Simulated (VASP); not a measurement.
Here is the system:

```xyz
4
Lattice="1.3476 -2.3340 0.0000 1.3476 2.3340 0.0000 0.0000 0.0000 4.3751" Properties=species:S:1:pos:R:3 pbc="T T T"
Be     1.3476    -0.7780     2.1878
Be     1.3476     0.7780     0.0003
O      1.3476    -0.7780     3.8411
O      1.3476     0.7780     1.6535
```

Calculation: PBEsol GGA, VASP's PBE PAW potentials (set 64) (plane waves; VASP). Run with 650 eV cut-off, 9×9×5 Γ-centred mesh, Gaussian smearing of 0.050 eV, potentials Be O.

Task: Give the elastic stiffness tensor with the ions relaxed (GPa, in the frame of the cell).

Result: 
```tsv
	xx	yy	zz	yz	xz	xy
xx	437	125	88.8	0.0	0.0	0.0
yy	125	437	88.8	0.0	0.0	0.0
zz	88.8	88.8	476	0.0	0.0	0.0
yz	0.0	0.0	0.0	138	0.0	0.0
xz	0.0	0.0	0.0	0.0	138	0.0
xy	0.0	0.0	0.0	0.0	0.0	156
```

Task: Predict the Hill bulk modulus, Hill shear modulus, Young's modulus, Poisson's ratio.

Result: 
```yaml
hill_bulk_modulus: 217 GPa
hill_shear_modulus: 155 GPa
Young's modulus: 375 GPa
Poisson's ratio: 0.212
```

Measured: C11 461 GPa (computed value off by -5.2 %), C12 126 GPa (computed value off by -1.1 %), C13 88.5 GPa (computed value off by +0.4 %), C33 492 GPa (computed value off by -3.3 %), C44 148 GPa (computed value off by -6.8 %), as given by Oses et al., (2018), arXiv:1811.08464. The calculation is for a static lattice, while the measured C11, C12, C13, C33, C44 hold thermal and zero-point effects, which are part of the difference.

The compound is BeO in the wurtzite structure. It was relaxed first.
